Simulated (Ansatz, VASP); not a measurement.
Two plane-wave programs on Al

```
Al
1.0
     0.00000    2.08470    1.99362
     2.08470    0.00000    1.99362
     2.08470    2.08470    0.00000
Al
1
Direct
  0.00000 0.00000 0.00000
```

Change from the starting cell: strain +0.030 along x and y, -0.015 along z, atoms carried along.

Alike in both runs: task single point; functional PBEsol; k mesh 20 × 20 × 20; occupations gaussian, width 0.15 eV; no spin polarisation.

|  | VASP | Ansatz |
| --- | --- | --- |
| version | VASP 6.6.1 | Ansatz 0.2.0 |
| potentials or method | VASP PAW PBE potentials, release 64 (Al) | scalar-relativistic, plane waves, PAW |
| plane-wave cutoff (eV) | 520 | 420 |
| valence electrons in the cell | 3 | 3 |

|  | VASP | Ansatz | Ansatz less VASP |
| --- | --- | --- | --- |
| gap on the k mesh at the Fermi level (eV) | none | none | - |
| pressure (GPa) | -4.7 | -4.7 | -0.04 |
| largest component of the traceless stress (GPa) | 1.17 | 1.17 | -0.002 |

A gap of «none» marks a metal or a gap that the smearing closes. The functional is the same, so the differences come from potentials, cutoffs and numerics.

Caveats: the PAW data sets were made with another functional, which shifts forces and pressure a little (VASP).
